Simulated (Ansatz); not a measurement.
## Te2Mo under strain: Electric field gradients

The cell is a COD entry, relaxed with PBE at fixed cell and then changed (z stretched by 1 %, ions relaxed).

```
Te Mo
1.0
     6.33000    0.00000    0.00000
     0.00000    3.46900    0.00000
    -0.94679    0.00000   13.96590
Te Mo
8 4
Direct
  0.55714 0.75000 0.35185
  0.44286 0.25000 0.64815
  0.58752 0.25000 0.10372
  0.41248 0.75000 0.89628
  0.09697 0.75000 0.14847
  0.90303 0.25000 0.85153
  0.05497 0.25000 0.39597
  0.94503 0.75000 0.60403
  0.32053 0.75000 0.50677
  0.67947 0.25000 0.49323
  0.18155 0.25000 0.00758
  0.81845 0.75000 0.99242
```

Sites (sets of like atoms) are named by element and the number of their first atom in this list.

All values are calculated (Ansatz; DFT, PBE, plane waves and PAW, scalar-relativistic, 420 eV cutoff, Γ-centred 7×13×4 k-points, Fermi–Dirac smearing 0.05 eV), not measured.

Conventions: |V_zz| ≥ |V_yy| ≥ |V_xx|, η = (V_xx − V_yy)/V_zz, C_Q = eQV_zz/h.

Mo-97: I = 5/2, Q = 255.0 mb. Quadrupole moments are those of Pyykkö's year-2017 table.

```
site  atoms (order as listed)                          first shell  V_xx, V_yy, V_zz (10²¹ V/m²)     η  C_Q (MHz)
 Te1                     1, 2                  3 Mo at 2.71–2.72 Å           2.29, 13.74, -16.03  0.71          –
 Te3                     3, 4                  3 Mo at 2.81–2.82 Å           -4.16, -18.37, 22.5  0.63          –
 Te5                     5, 6                       3 Mo at 2.71 Å           3.02, 13.52, -16.54  0.63          –
 Te7                     7, 8                  3 Mo at 2.81–2.82 Å           -4.17, -18.04, 22.2  0.62          –
 Mo9                    9, 10  6 Te at 2.71–2.82 Å, 2 Mo at 2.87 Å             0.74, 6.48, -7.22  0.79      -44.5
Mo11                   11, 12  6 Te at 2.71–2.82 Å, 2 Mo at 2.88 Å             0.78, 6.58, -7.36  0.79      -45.4
```

Te has no stable isotope with a ground-state quadrupole moment in the table, so no C_Q is given.

The run finds no gap above 0.1 eV (a metal, or nearly one), so the gradients can move by 10 % or more with the k-mesh. Without spin–orbit coupling the gradients at and beside Te can be off by some per cent, at some sites by more.
